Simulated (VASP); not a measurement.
# CdTe (F-43m) in VASP: a series of runs, part 2 of 2

VASP 6.6.1.

### 3 Relaxation of cell and atoms, PBE

This run uses another cell than the first one, of 36.30 Å³/atom, 1.103 times its volume.

The input, INCAR:

```
ALGO     = Normal         # electronic algorithm
EDIFF    = 1E-7           # SCF threshold, eV
EDIFFG   = -0.005         # ionic threshold
ENCUT    = 600            # plane-wave cutoff, eV
GGA      = PE             # functional
IBRION   = 2              # ionic algorithm
ISIF     = 3              # what is computed and relaxed
ISMEAR   = 0              # smearing method
LASPH    = T              # aspherical terms in the spheres
LCHARG   = F              # write CHGCAR
LREAL    = F              # projectors in reciprocal space
LWAVE    = F              # write WAVECAR
NELM     = 80             # most SCF steps
NSW      = 90             # ionic steps
PREC     = Accurate       # precision mode
SIGMA    = 0.03           # smearing width, eV
```

The input, KPOINTS:

```
k-points
0
Gamma
  8 8 8
```

The input, POSCAR:

```
CdTe                                    
1.0
   -0.0000000000      3.3111409341      3.3111409341
    3.3111409341     -0.0000000000      3.3111409341
    3.3111409341      3.3111409341      0.0000000000
  Cd              Te            
     1     1
Direct
     0.0000000000000000    0.0000000000000000    0.0000000000000000
     0.2500000000000000    0.2500000000000000    0.2500000000000000
```

Potentials or basis: VASP PAW PBE potentials, release 64 (Cd, Te).

Command:

```sh
$ cat potpaw_PBE.64/Cd/POTCAR potpaw_PBE.64/Te/POTCAR > POTCAR
$ mpirun -np 1 vasp_std > vasp.out
```

OUTCAR:

```text
EDIFF = 1E-7
   EDIFFG = -0.005
   ENCUT = 600
   GGA = PE
   IBRION = 2
   ISIF = 3
   ISMEAR = 0
   LASPH = T
   LREAL = F
   NELM = 80
   NSW = 90
   PREC = Accurate

 ion  position               nearest neighbor table
   1  0.000  0.000  0.000-   2 2.87   2 2.87   2 2.87   2 2.87
   2  0.250  0.250  0.250-   1 2.87   1 2.87   1 2.87   1 2.87

  LATTYP: Found a face centered cubic cell.
 ALAT       =     6.6222818682

  Lattice vectors:

 A1 = (   0.0000000000,   3.3111409341,   3.3111409341)
 A2 = (   3.3111409341,   0.0000000000,   3.3111409341)
 A3 = (   3.3111409341,   3.3111409341,   0.0000000000)

Analysis of symmetry for initial positions (statically):
=====================================================================
 Subroutine PRICEL returns:
 Original cell was already a primitive cell.

 Routine SETGRP: Setting up the symmetry group for a
 face centered cubic supercell.

 Subroutine GETGRP returns: Found 24 space group operations
 (whereof 24 operations were pure point group operations)
 out of a pool of 48 trial point group operations.

The static configuration has the point symmetry T_d .

Analysis of symmetry for dynamics (positions and initial velocities):
=====================================================================
 Subroutine PRICEL returns:
 Original cell was already a primitive cell.

 Routine SETGRP: Setting up the symmetry group for a
 face centered cubic supercell.

 Subroutine GETGRP returns: Found 24 space group operations
 (whereof 24 operations were pure point group operations)
 out of a pool of 48 trial point group operations.

The dynamic configuration has the point symmetry T_d .

 Subroutine INISYM returns: Found 24 space group operations
 (whereof 24 operations are pure point group operations),
 and found     1 'primitive' translations

----------------------------------------------------------------------------------------

                                     Primitive cell

  volume of cell :      72.6044

  direct lattice vectors                    reciprocal lattice vectors
     0.000000000  3.311140934  3.311140934    -0.151005351  0.151005351  0.151005351
     3.311140934  0.000000000  3.311140934     0.151005351 -0.151005351  0.151005351
     3.311140934  3.311140934  0.000000000     0.151005351  0.151005351 -0.151005351

  length of vectors
     4.682660416  4.682660416  4.682660416     0.261548941  0.261548941  0.261548941

  position of ions in fractional coordinates (direct lattice)
     0.000000000  0.000000000  0.000000000
     0.250000000  0.250000000  0.250000000

  ion indices of the primitive-cell ions
   primitive index   ion index
                 1           1
                 2           2

----------------------------------------------------------------------------------------

 KPOINTS: k-points

Automatic generation of k-mesh.
 Grid dimensions read from file:
 generate k-points for:    8    8    8

 Generating k-lattice:

  Cartesian coordinates                     Fractional coordinates (reciprocal lattice)
    -0.018875669  0.018875669  0.018875669     0.125000000  0.000000000  0.000000000
     0.018875669 -0.018875669  0.018875669     0.000000000  0.125000000  0.000000000
[... 44 lines left out ...]
   dimension x,y,z NGXF=    80 NGYF=   80 NGZF=   80
   ions per type =               1   1
   NGX,Y,Z   is equivalent  to a cutoff of  14.20, 14.20, 14.20 a.u.
   NGXF,Y,Z  is equivalent  to a cutoff of  28.40, 28.40, 28.40 a.u.
 SYSTEM =  unknown system
   PREC   = accura    normal or accurate (medium, high low for compatibility)
   ISTART =      0    job   : 0-new  1-cont  2-samecut
   ICHARG =      2    charge: 1-file 2-atom 10-const
   ISPIN  =      1    spin polarized calculation?
   LNONCOLLINEAR =      F non collinear calculations
   LSORBIT =      F    spin-orbit coupling
   LASPH  =      T    aspherical Exc in radial PAW
   ENCUT  =  600.0 eV  44.10 Ry    6.64 a.u.   9.35  9.35  9.35*2*pi/ulx,y,z
   NELM   =     80;   NELMIN=  2; NELMDL= -5     # of ELM steps
   EDIFF  = 0.1E-06   stopping-criterion for ELM
   LREAL  =      F    real-space projection
   EDIFFG = -.5E-02   stopping-criterion for IOM
   NSW    =     90    number of steps for IOM
   IBRION =      2    ionic relax: 0-MD 1-quasi-New 2-CG
   NFREE  =      1    steps in history (QN), initial steepest desc. (CG)
   ISIF   =      3    stress and relaxation
   ISYM   =      2    0-nonsym 1-usesym 2-fastsym
   POTIM  = 0.5000    time-step for ionic-motion
   TEBEG  =    0.0;   TEEND  =   0.0 temperature during run
   PSTRESS=    0.0 pullay stress
   NELECT =      18.0000    total number of electrons
   NUPDOWN=      -1.0000    fix difference up-down
   EMIN   =  10.00;   EMAX   =-10.00  energy-range for DOS
   EFERMI =   0.00;   METHOD = LEGACY
   ISMEAR =     0;   SIGMA  =   0.03  broadening in eV -4-tet -1-fermi 0-gaus
   EFERMI_NEDOS =   21; number of points for ismear=-14 and -15
   IALGO  =     38    algorithm
   IMIX   =      4    mixing-type and parameters
     AMIX     =   0.40;   BMIX     =  1.00
     AMIX_MAG =   1.60;   BMIX_MAG =  1.00
  volume/ion in A,a.u.               =      36.30       244.98
  Fermi-wavevector in a.u.,A,eV,Ry     =   1.028438  1.943466 14.390667  1.057684
  Thomas-Fermi vector in A             =   2.162434
   LORBIT       =      0    0 simple, 1 ext, 2 COOP (PROOUT), +10 PAW based schemes
   GGA     = PE    functional components
   LHFCALC =     F    Hartree Fock is set to
   AEXX    =    0.0000 exact exchange contribution
   IVDW    =     0    specifies the selected vdW correction
   LEPSILON=     F    determine dielectric tensor
   LRPA    =     F    only Hartree local field effects (RPA)
 conjugate gradient relaxation of ions
 non-spin polarized calculation
 Gauss-broadening in eV      SIGMA  =   0.03
  energy-cutoff  :      600.00
  volume of cell :       72.60
 maximum number of plane-waves:      2452
 NGX is ok and might be reduce to    40
   NGX = 19   NGY = 19   NGZ = 19

 number of electron      18.0000001 magnetization

 Free energy of the ion-electron system (eV)
  ---------------------------------------------------
  ext. energy  EPLUGINS =         0.00000000
  ---------------------------------------------------
  free energy    TOTEN  =        -4.81181088 eV

  energy without entropy =       -4.81181088  energy(sigma->0) =       -4.81181088

 E-fermi :   1.9272     XC(G=0):  -8.3007

 val. band max:        1.7820183605   @ k =   0.0000   0.0000   0.0000
 cond. band min:       2.3591487663   @ k =   0.0000   0.0000   0.0000
 fundamental gap:      0.5771304058
 Fermi energy:         1.9271720127

 k-point     1 :       0.0000    0.0000    0.0000
  band No.  band energies     occupation
      1      -9.0423      2.00000
      2      -6.3036      2.00000
      3      -6.3036      2.00000
      4      -6.3036      2.00000
      5      -6.0881      2.00000
      6      -6.0881      2.00000
      7       1.7820      2.00000
      8       1.7820      2.00000
      9       1.7820      2.00000
     10       2.3591      0.00000
     11       6.4218      0.00000
     12       6.4218      0.00000
     13       6.4218      0.00000
[... 354 lines left out ...]
  band No.  band energies     occupation
      1      -8.6531      2.00000
      2      -6.2301      2.00000
      3      -6.2204      2.00000
      4      -6.0999      2.00000
      5      -6.0830      2.00000
      6      -5.7052      2.00000
      7      -2.1322      2.00000
      8      -0.0699      2.00000
      9       0.6648      2.00000
     10       4.8711      0.00000
     11       6.4428      0.00000
     12       7.6613      0.00000
     13       8.7968      0.00000

 [... further k-points ...]

------------------------ aborting loop because EDIFF is reached ----------------------------------------

  FORCE on cell =-STRESS in cart. coord.  units (eV):
  Direction    XX          YY          ZZ          XY          YZ          ZX
  --------------------------------------------------------------------------------------
  -------------------------------------------------------------------------------------
  Total        0.0028090      0.0028090      0.0028090      0.0000000      0.0000000     -0.0000000
  in kB        0.0619871      0.0619871      0.0619871      0.0000000      0.0000000     -0.0000000
  external PRESSURE =       0.0619871 kB  Pullay stress =       0.0000000 kB

 VOLUME and BASIS-vectors are now :
 -----------------------------------------------------------------------------
  energy-cutoff  :      600.00
  volume of cell :       72.60
      direct lattice vectors                 reciprocal lattice vectors
     0.000000000  3.311140934  3.311140934    -0.151005351  0.151005351  0.151005351
     3.311140934  0.000000000  3.311140934     0.151005351 -0.151005351  0.151005351
     3.311140934  3.311140934  0.000000000     0.151005351  0.151005351 -0.151005351

 POSITION                                       TOTAL-FORCE (eV/Angst)
 -----------------------------------------------------------------------------------
      0.00000      0.00000      0.00000         0.000000      0.000000      0.000000
      1.65557      1.65557      1.65557        -0.000000     -0.000000     -0.000000
 -----------------------------------------------------------------------------------
    total drift:                               -0.000000     -0.000000     -0.000000

  FREE ENERGIE OF THE ION-ELECTRON SYSTEM (eV)
  ---------------------------------------------------
  free  energy   TOTEN  =        -4.8118108830 eV

  energy  without entropy=       -4.8118108830  energy(sigma->0) =       -4.81181088

 reached required accuracy - stopping structural energy minimisation
```

Wall time 18 s (1 thread of Intel Xeon 6975P-C (Granite Rapids), shared host); peak memory 0.25 GiB.

Results:

* Free energy: -4.8118 eV
* Pressure after relaxing: 0.0 GPa
* Band gap on the k mesh: 0.58 eV, direct

Final structure:
```
Cd Te
1.0
     0.00000    3.31114    3.31114
     3.31114    0.00000    3.31114
     3.31114    3.31114    0.00000
Cd Te
1 1
Direct
  0.00000 0.00000 0.00000
  0.25000 0.25000 0.25000
```

Caveat: the relaxation stopped at its first step, so nothing moved; spin-orbit coupling is left out, which moves the levels of the heavy elements.
